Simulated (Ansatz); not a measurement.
A single-point run of Ansatz (plane waves, PAW) on CdSe in the wurtzite structure, with the lines that name the functional removed. The cell was relaxed with r2SCAN and then strained (uniaxial -1.0 % along z, other directions held), with the atoms relaxed again with r2SCAN; k points keep the names of the unstrained zone.

```yaml
crystal:
  lattice:
    - [4.34072, 0.00000, 0.00000]
    - [-2.17036, 3.75918, 0.00000]
    - [0.00000, 0.00000, 7.00588]
  atoms:
    - { symbol: Cd, position: [0.33333, 0.66667, 0.99842] }
    - { symbol: Cd, position: [0.66667, 0.33333, 0.49842] }
    - { symbol: Se, position: [0.33333, 0.66667, 0.37658] }
    - { symbol: Se, position: [0.66667, 0.33333, 0.87658] }
```

```
Crystal: 4 atoms, lattice volume = 114.319 Å³
Basis set: ecut = 500 eV, 2875 PW (Γ)
Bands: 82, of which v1, the nominal top of the filled ones, is band 72 counted from 1 (71 counted from 0)
Symmetry: 12 space group operations + 12 with time reversal
Magnetic group: BNS 186.204 (UNI 1434)
k-points: 57 of 576 (time reversal used)
Projection manifold: j_resolved (fully-relativistic pseudo-atomic orbitals)
preconditioner: auto → Resta (q_TF=auto, 2.526 Å⁻¹)  ε∞=3.8  [insulator: Δε(μ)=0.583 eV  σ=0.020 eV  ℏωp=20.8 eV]
SCF converged after 9 iterations
Free energy (F): -27472.949295 eV
Fermi energy:    7.580555 eV
--- Per-component energies (eV) ---
  E_band       = -1870.563419
  E_kinetic    = 1249.099714
  E_local      = -12856.841655
  E_nonlocal   = -1124.678064
  E_hartree    = 6114.024157
  E_xc         = -533.536473
  E_vxc        = -703.697851
  E_paw        = -12038.206785
  E_vpaw       = -707.563699
  E_vtau       = 45.069026
  E_ewald      = -8278.183550
  E_core_change = -4.626228
--- Forces (eV/Å), atoms counted from 1 ---
  atom   1  Cd      0.00000      0.00000    -0.00194
  atom   2  Cd      0.00000      0.00000    -0.00194
  atom   3  Se      0.00000      0.00000      0.00193
  atom   4  Se      0.00000      0.00000      0.00193
--- Stress (GPa, compression-positive) ---
        0.329983       0.000000       0.000000
        0.000000       0.329983       0.000000
        0.000000       0.000000       0.801591
  P = ⅓ Tr σ = 0.4872 GPa (4.872 kbar)
--- Band table (eV; the first three rows and the last of 57) ---
  k-point 0: bands = […, 6.2885, 6.2885, 6.7001, 6.7001, 7.0544, 7.0544, 7.0548, 7.0548, 8.0885, 8.0885, 9.5372, 9.5372, 13.1173, 13.1173, …]
  k-point 1: bands = […, 6.1663, 6.1663, 6.3938, 6.3938, 6.7151, 6.7151, 6.9347, 6.9347, 9.0570, 9.0570, 9.6426, 9.6426, 13.0962, 13.0962, …]
  k-point 2: bands = […, 6.4274, 6.4274, 6.4274, 6.4274, 6.6571, 6.6571, 6.6571, 6.6571, 9.7360, 9.7360, 9.7360, 9.7360, 13.2379, 13.2379, …]
  k-point 56: bands = […, 4.4847, 4.4847, 4.5804, 4.5804, 5.8565, 5.8565, 5.9141, 5.9141, 11.1864, 11.1864, 11.2518, 11.2518, 13.0705, 13.0705, …]
```

Levels at the listed points, from bands.tsv (eV from the Fermi energy, bands near the gap, counted from 0):
```tsv
# k_distance	band_62	band_63	band_64	band_65	band_66	band_67	band_68	band_69	band_70	band_71	band_72	band_73	band_74	band_75	band_76	band_77	band_78	band_79
# fermi_ev = 7.580555
# [0, 0, 0] at k_distance = 0.000000
# [0.5, 0, 0] at k_distance = 0.835713
# [0.3333333333, 0.3333333333, 0] at k_distance = 1.318212
# [0, 0, 0.5] at k_distance = 2.382310
# [0.5, 0, 0.5] at k_distance = 3.218023
# [0.3333333333, 0.3333333333, 0.5] at k_distance = 3.700522
# levels_relative_to = fermi_ev
0.000	-1.518	-1.518	-1.292	-1.292	-0.880	-0.880	-0.526	-0.526	-0.526	-0.526	0.508	0.508	1.957	1.957	5.537	5.537	5.845	5.845
0.836	-4.190	-4.190	-3.235	-3.235	-2.487	-2.487	-1.930	-1.930	-1.366	-1.366	3.008	3.008	3.075	3.075	4.513	4.513	6.016	6.016
1.318	-4.283	-4.283	-3.669	-3.669	-2.504	-2.486	-2.486	-2.453	-2.243	-2.243	3.964	3.964	4.432	4.603	4.648	4.648	6.662	6.662
2.382	-3.178	-3.178	-1.153	-1.153	-1.153	-1.153	-0.923	-0.923	-0.923	-0.923	2.155	2.155	2.155	2.155	5.657	5.657	5.657	5.657
3.218	-4.777	-4.777	-2.038	-2.038	-2.038	-2.038	-1.867	-1.867	-1.867	-1.867	2.741	2.741	2.741	2.741	4.652	4.652	4.652	4.652
3.701	-4.616	-4.616	-3.096	-3.096	-3.000	-3.000	-1.724	-1.724	-1.666	-1.666	3.606	3.606	3.671	3.671	5.490	5.490	5.595	5.595
```
In order the rows are Γ, M, K, A, L, H.

**Question.** Which level of theory was used?
A. PBE
B. PBE+SOC
C. r2SCAN+SOC
D. HSE06+SOC

**Answer.** C. r2SCAN+SOC. The term E_vtau belongs to a meta-GGA, which reads the kinetic-energy density. There is no exchange loop, so no exact exchange. Each band holds one electron and the count is doubled, so the run is non-collinear with spin-orbit coupling. r2SCAN+SOC gives a direct gap of 1.03 eV at Γ. Within one family of functionals the choice rests on the size of the gap and stress, not on a line of the log.

It took 14 s on 1 × NVIDIA H100 80GB HBM3 with 2 threads of AMD EPYC 7R13 Processor (Zen 3), with other jobs on the host, load about 0.7 per core; peak host memory 1.8 GiB.

Calculated for a static, non-magnetic cell.
